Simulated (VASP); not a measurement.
# BeTe (F-43m) in VASP: a series of runs

One crystal, BeTe, is run at these levels: PBE, HSE06, PBE0; tasks: band structure.

Everything below comes from runs of VASP 6.6.1. Logs are shortened: lines on timing, memory, paths and dates and some standing lists are left out, and cuts for length are marked.

## (1) The structure

The structure is cubic, space group F-43m (No. 216). The conventional cell has a = 5.612 Å, b = 5.612 Å, c = 5.612 Å, α = 90.00°, β = 90.00°, γ = 90.00°. Around Be (site symmetry -43m) lie 4 Te at 2.43 Å. Te (site symmetry -43m) is surrounded by 4 Be at 2.43 Å.

## (2) Band structure, PBE

File INCAR:

```
SYSTEM = BeTe
PREC     = Accurate       ! precision mode
ENCUT    = 520            ! plane-wave cutoff, eV
EDIFF    = 1E-7           ! SCF threshold, eV
ISMEAR   = 0              ! smearing method
SIGMA    = 0.03           ! smearing width, eV
LREAL    = .FALSE.        ! projectors in reciprocal space
LASPH    = .TRUE.         ! aspherical terms in the spheres
NELM     = 80             ! most SCF steps
ALGO     = Normal         ! electronic algorithm
ISIF     = 2              ! what is computed and relaxed
LWAVE    = .FALSE.        ! write WAVECAR
LCHARG   = .FALSE.        ! write CHGCAR
GGA      = PE             ! functional
KPAR     = 4
```

File KPOINTS:

```
regular mesh
0
G
  6 6 6
  0 0 0
```

File POSCAR:

```
BeTe                                    
1.0
    0.0000000000      2.8061350131      2.8061350131
    2.8061350131      0.0000000000      2.8061350131
    2.8061350131      2.8061350131      0.0000000000
  Be              Te            
     1     1
Direct
     0.0000000000000000    0.0000000000000000    0.0000000000000000
     0.2500000000000000    0.2500000000000000    0.2500000000000000
```

File KPOINTS_OPT:

```
explicit points
6
Reciprocal
 0.0000000000  0.0000000000  0.0000000000 1
 0.3750000000  0.3750000000  0.7500000000 1
 0.5000000000  0.5000000000  0.5000000000 1
 0.6250000000  0.2500000000  0.6250000000 1
 0.5000000000  0.2500000000  0.7500000000 1
 0.5000000000  0.0000000000  0.5000000000 1
```

Potentials or basis: VASP PAW PBE potentials, release 64 (Be, Te).

Command:

```console
$ cat potpaw_PBE.64/Be/POTCAR potpaw_PBE.64/Te/POTCAR > POTCAR
$ mpirun -np 4 vasp_std > vasp.out
```

OUTCAR:

```text
SYSTEM = BeTe
   PREC = Accurate
   ENCUT = 520
   EDIFF = 1E-7
   ISMEAR = 0
   LREAL = .FALSE.
   LASPH = .TRUE.
   NELM = 80
   ISIF = 2
   GGA = PE

 ion  position               nearest neighbor table
   1  0.000  0.000  0.000-   2 2.43   2 2.43   2 2.43   2 2.43
   2  0.250  0.250  0.250-   1 2.43   1 2.43   1 2.43   1 2.43

  LATTYP: Found a face centered cubic cell.
 ALAT       =     5.6122700262

  Lattice vectors:

 A1 = (   0.0000000000,   2.8061350131,   2.8061350131)
 A2 = (   2.8061350131,   0.0000000000,   2.8061350131)
 A3 = (   2.8061350131,   2.8061350131,   0.0000000000)

Analysis of symmetry for initial positions (statically):
=====================================================================
 Subroutine PRICEL returns:
 Original cell was already a primitive cell.

 Routine SETGRP: Setting up the symmetry group for a
 face centered cubic supercell.

 Subroutine GETGRP returns: Found 24 space group operations
 (whereof 24 operations were pure point group operations)
 out of a pool of 48 trial point group operations.

The static configuration has the point symmetry T_d .

Analysis of symmetry for dynamics (positions and initial velocities):
=====================================================================
 Subroutine PRICEL returns:
 Original cell was already a primitive cell.

 Routine SETGRP: Setting up the symmetry group for a
 face centered cubic supercell.

 Subroutine GETGRP returns: Found 24 space group operations
 (whereof 24 operations were pure point group operations)
 out of a pool of 48 trial point group operations.

The dynamic configuration has the point symmetry T_d .

 Subroutine INISYM returns: Found 24 space group operations
 (whereof 24 operations are pure point group operations),
 and found     1 'primitive' translations

----------------------------------------------------------------------------------------

                                     Primitive cell

  volume of cell :      44.1932

  direct lattice vectors                    reciprocal lattice vectors
     0.000000000  2.806135013  2.806135013    -0.178181020  0.178181020  0.178181020
     2.806135013  0.000000000  2.806135013     0.178181020 -0.178181020  0.178181020
     2.806135013  2.806135013  0.000000000     0.178181020  0.178181020 -0.178181020

  length of vectors
     3.968474193  3.968474193  3.968474193     0.308618580  0.308618580  0.308618580

  position of ions in fractional coordinates (direct lattice)
     0.000000000  0.000000000  0.000000000
     0.250000000  0.250000000  0.250000000

  ion indices of the primitive-cell ions
   primitive index   ion index
                 1           1
                 2           2

----------------------------------------------------------------------------------------

 KPOINTS: regular mesh

Automatic generation of k-mesh.
 Grid dimensions read from file:
 generate k-points for:    6    6    6

 Generating k-lattice:

  Cartesian coordinates                     Fractional coordinates (reciprocal lattice)
    -0.029696837  0.029696837  0.029696837     0.166666667  0.000000000  0.000000000
     0.029696837 -0.029696837  0.029696837     0.000000000  0.166666667  0.000000000
     0.029696837  0.029696837 -0.029696837     0.000000000  0.000000000  0.166666667

  Length of vectors
     0.051436430  0.051436430  0.051436430

  Shift w.r.t. Gamma in fractional coordinates (k-lattice)
     0.000000000  0.000000000  0.000000000

 Subroutine IBZKPT returns following result:
 ===========================================

 Found     16 irreducible k-points:

 Following reciprocal coordinates:
            Coordinates               Weight
  0.000000  0.000000  0.000000      1.000000
  0.166667  0.000000  0.000000      8.000000
  0.333333  0.000000  0.000000      8.000000
  0.500000  0.000000  0.000000      4.000000
  0.166667  0.166667  0.000000      6.000000
  0.333333  0.166667  0.000000     24.000000
[... 8 lines left out ...]
 -0.333333  0.333333  0.166667     24.000000
 -0.333333  0.500000  0.166667     12.000000
   k-points           NKPTS =     16   k-points in BZ     NKDIM =     16   number of bands    NBANDS=      8
   number of dos      NEDOS =    301   number of ions     NIONS =      2
   total plane-waves  NPLWV =  27000
   dimension x,y,z NGX =    30 NGY =   30 NGZ =   30
   dimension x,y,z NGXF=    60 NGYF=   60 NGZF=   60
   ions per type =               1   1
   NGX,Y,Z   is equivalent  to a cutoff of  12.57, 12.57, 12.57 a.u.
   NGXF,Y,Z  is equivalent  to a cutoff of  25.13, 25.13, 25.13 a.u.
 SYSTEM =  BeTe
   PREC   = accura    normal or accurate (medium, high low for compatibility)
   ISTART =      0    job   : 0-new  1-cont  2-samecut
   ICHARG =      2    charge: 1-file 2-atom 10-const
   ISPIN  =      1    spin polarized calculation?
   LNONCOLLINEAR =      F non collinear calculations
   LSORBIT =      F    spin-orbit coupling
   LASPH  =      T    aspherical Exc in radial PAW
   ENCUT  =  520.0 eV  38.22 Ry    6.18 a.u.   7.38  7.38  7.38*2*pi/ulx,y,z
   NELM   =     80;   NELMIN=  2; NELMDL= -5     # of ELM steps
   EDIFF  = 0.1E-06   stopping-criterion for ELM
   LREAL  =      F    real-space projection
   EDIFFG = 0.1E-05   stopping-criterion for IOM
   NSW    =      0    number of steps for IOM
   IBRION =     -1    ionic relax: 0-MD 1-quasi-New 2-CG
   NFREE  =      0    steps in history (QN), initial steepest desc. (CG)
   ISIF   =      2    stress and relaxation
   ISYM   =      2    0-nonsym 1-usesym 2-fastsym
   POTIM  = 0.5000    time-step for ionic-motion
   TEBEG  =    0.0;   TEEND  =   0.0 temperature during run
   PSTRESS=    0.0 pullay stress
   NELECT =       8.0000    total number of electrons
   NUPDOWN=      -1.0000    fix difference up-down
   EMIN   =  10.00;   EMAX   =-10.00  energy-range for DOS
   EFERMI =   0.00;   METHOD = LEGACY
   ISMEAR =     0;   SIGMA  =   0.03  broadening in eV -4-tet -1-fermi 0-gaus
   EFERMI_NEDOS =   21; number of points for ismear=-14 and -15
   IALGO  =     38    algorithm
   IMIX   =      4    mixing-type and parameters
     AMIX     =   0.40;   BMIX     =  1.00
     AMIX_MAG =   1.60;   BMIX_MAG =  1.00
  volume/ion in A,a.u.               =      22.10       149.12
  Fermi-wavevector in a.u.,A,eV,Ry     =   0.926089  1.750055 11.668923  0.857642
  Thomas-Fermi vector in A             =   2.052014
   LORBIT       =      0    0 simple, 1 ext, 2 COOP (PROOUT), +10 PAW based schemes
   GGA     = PE    functional components
   LHFCALC =     F    Hartree Fock is set to
   AEXX    =    0.0000 exact exchange contribution
   IVDW    =     0    specifies the selected vdW correction
   LEPSILON=     F    determine dielectric tensor
   LRPA    =     F    only Hartree local field effects (RPA)
 non-spin polarized calculation
 Gauss-broadening in eV      SIGMA  =   0.03
  energy-cutoff  :      520.00
  volume of cell :       44.19
 maximum number of plane-waves:      1243
 NGX is ok and might be reduce to    30
   NGX = 15   NGY = 15   NGZ = 15

 number of electron       8.0000000 magnetization

 Free energy of the ion-electron system (eV)
  ---------------------------------------------------
  ext. energy  EPLUGINS =         0.00000000
  ---------------------------------------------------
  free energy    TOTEN  =        -7.61128402 eV

  energy without entropy =       -7.61128402  energy(sigma->0) =       -7.61128402

 E-fermi :   5.3906     XC(G=0):  -9.0977

 val. band max:        5.2172326124   @ k =   0.0000   0.0000   0.0000
 cond. band min:       7.1637081600   @ k =   0.5000   0.5000   0.0000
 fundamental gap:      1.9464755476
 Fermi energy:         5.3906484644

 k-point     1 :       0.0000    0.0000    0.0000
  band No.  band energies     occupation
      1      -7.1497      2.00000
      2       5.2172      2.00000
      3       5.2172      2.00000
      4       5.2172      2.00000
      5       8.8166      0.00000
      6       8.8166      0.00000
      7       8.8166      0.00000
      8       9.1158      0.00000

 k-point     2 :       0.1667    0.0000    0.0000
  band No.  band energies     occupation
      1      -6.8868      2.00000
      2       3.2036      2.00000
      3       4.8311      2.00000
      4       4.8311      2.00000
      5       8.7048      0.00000
      6       9.3669      0.00000
      7       9.3669      0.00000
      8      11.0609      0.00000

 k-point     3 :       0.3333    0.0000    0.0000
  band No.  band energies     occupation
      1      -6.2275      2.00000
      2       0.7118      2.00000
      3       4.2818      2.00000
      4       4.2818      2.00000
      5       8.4291      0.00000
      6       9.8298      0.00000
      7       9.8298      0.00000
      8      13.0096      0.00000

 k-point     4 :       0.5000    0.0000    0.0000
  band No.  band energies     occupation
      1      -5.7781      2.00000
      2      -0.3918      2.00000
      3       4.0664      2.00000
      4       4.0664      2.00000
      5       8.3209      0.00000
      6       9.8011      0.00000
      7       9.8011      0.00000
      8      13.0322      0.00000

 k-point     5 :       0.1667    0.1667    0.0000
  band No.  band energies     occupation
      1      -6.7984      2.00000
      2       3.5161      2.00000
      3       4.1865      2.00000
      4       4.1865      2.00000
      5       8.2233      0.00000
      6      10.2921      0.00000
      7      10.3755      0.00000
      8      10.3755      0.00000

 k-point     6 :       0.3333    0.1667    0.0000
  band No.  band energies     occupation
      1      -6.2611      2.00000
      2       1.4781      2.00000
      3       3.5897      2.00000
      4       3.6314      2.00000
      5       8.4515      0.00000
      6      10.2025      0.00000
      7      10.9179      0.00000
      8      11.1908      0.00000

 k-point     7 :       0.5000    0.1667    0.0000
  band No.  band energies     occupation
      1      -5.6775      2.00000
      2      -0.0203      2.00000
      3       2.8965      2.00000
      4       3.5660      2.00000
      5       8.6274      0.00000
      6      10.3722      0.00000
      7      10.9327      0.00000
      8      12.4247      0.00000

 k-point     8 :      -0.3333    0.1667    0.0000
  band No.  band energies     occupation
      1      -5.8350      2.00000
      2       0.3404      2.00000
      3       2.6471      2.00000
      4       4.0091      2.00000
      5       8.9754      0.00000
      6      10.4075      0.00000
      7      10.4424      0.00000
      8      12.9076      0.00000

 k-point     9 :      -0.1667    0.1667    0.0000
  band No.  band energies     occupation
      1      -6.4841      2.00000
      2       2.0308      2.00000
      3       3.2470      2.00000
      4       4.6906      2.00000
      5       9.2887      0.00000
      6       9.6522      0.00000
      7      10.1735      0.00000
      8      11.4965      0.00000

 k-point    10 :       0.3333    0.3333    0.0000
  band No.  band energies     occupation
      1      -5.9056      2.00000
      2       1.1914      2.00000
      3       2.9775      2.00000
      4       2.9775      2.00000
      5       7.4588      0.00000
      6       8.6943      0.00000
      7      13.0566      0.00000
      8      13.0566      0.00000

 k-point    11 :       0.5000    0.3333    0.0000
  band No.  band energies     occupation
      1      -5.4303      2.00000
      2       0.3927      2.00000
      3       1.9905      2.00000
      4       2.8282      2.00000
      5       7.7416      0.00000
      6       9.2515      0.00000
      7      13.2499      0.00000
      8      13.3689      0.00000

 k-point    12 :      -0.3333    0.3333    0.0000
  band No.  band energies     occupation
      1      -5.3938      2.00000
      2       0.5008      2.00000
      3       1.1858      2.00000
      4       3.2518      2.00000
      5       8.2300      0.00000
      6      12.0286      0.00000
      7      12.2721      0.00000
      8      12.8277      0.00000

 k-point    13 :       0.5000    0.5000    0.0000
  band No.  band energies     occupation
      1      -5.2752      2.00000
      2       0.0445      2.00000
      3       2.5323      2.00000
      4       2.5323      2.00000
      5       7.1637      0.00000
      6       7.8678      0.00000
      7      14.9885      0.00000
      8      14.9885      0.00000

 k-point    14 :       0.5000    0.3333    0.1667
  band No.  band energies     occupation
      1      -5.7281      2.00000
      2       0.7798      2.00000
      3       2.1211      2.00000
      4       3.2010      2.00000
      5       9.1659      0.00000
      6      10.1746      0.00000
      7      10.4819      0.00000
      8      12.9682      0.00000

 k-point    15 :      -0.3333    0.3333    0.1667
  band No.  band energies     occupation
      1      -5.3935      2.00000
      2       0.3166      2.00000
      3       1.6839      2.00000
      4       2.7719      2.00000
      5       9.6945      0.00000
      6       9.9401      0.00000
      7      12.1284      0.00000
      8      12.4646      0.00000

 k-point    16 :      -0.3333    0.5000    0.1667
  band No.  band energies     occupation
      1      -5.2490      2.00000
      2       0.3836      2.00000
      3       1.7824      2.00000
      4       2.0837      2.00000
      5       8.9247      0.00000
      6       9.4851      0.00000
      7      12.5890      0.00000
      8      12.8651      0.00000

------------------------ aborting loop because EDIFF is reached ----------------------------------------

  FORCE on cell =-STRESS in cart. coord.  units (eV):
  Direction    XX          YY          ZZ          XY          YZ          ZX
  --------------------------------------------------------------------------------------
  -------------------------------------------------------------------------------------
  Total        0.5055619      0.5055619      0.5055619      0.0000000      0.0000000      0.0000000
  in kB       18.3285989     18.3285989     18.3285989      0.0000000      0.0000000      0.0000000
  external PRESSURE =      18.3285989 kB  Pullay stress =       0.0000000 kB

 VOLUME and BASIS-vectors are now :
 -----------------------------------------------------------------------------
  energy-cutoff  :      520.00
  volume of cell :       44.19
      direct lattice vectors                 reciprocal lattice vectors
     0.000000000  2.806135013  2.806135013    -0.178181020  0.178181020  0.178181020
     2.806135013  0.000000000  2.806135013     0.178181020 -0.178181020  0.178181020
     2.806135013  2.806135013  0.000000000     0.178181020  0.178181020 -0.178181020

 POSITION                                       TOTAL-FORCE (eV/Angst)
 -----------------------------------------------------------------------------------
      0.00000      0.00000      0.00000         0.000000      0.000000      0.000000
      1.40307      1.40307      1.40307        -0.000000     -0.000000     -0.000000
 -----------------------------------------------------------------------------------
    total drift:                                0.000000      0.000000      0.000000

  FREE ENERGIE OF THE ION-ELECTRON SYSTEM (eV)
  ---------------------------------------------------
  free  energy   TOTEN  =        -7.6112840154 eV

  energy  without entropy=       -7.6112840154  energy(sigma->0) =       -7.61128402
```

Wall time 9.3 s (4 MPI ranks of Intel Xeon Platinum 8259CL at 2.50GHz (Skylake/Cascade Lake), shared host); peak memory 0.16 GiB.

Results:

| Property | Result |
| --- | --- |
| Free energy | -7.6113 eV |
| Pressure | 1.8 GPa |
| Band gap on the k mesh | 1.95 eV, indirect (least direct gap 3.60 eV) |
| Band gap along the path | 1.95 eV, indirect (least direct gap 3.60 eV) |

Caveat: spin-orbit coupling is left out, which moves the levels of the heavy elements. A hybrid or GW would open this gap; PBE tends to underestimate it.

(Part 1 of 2 ends here.)
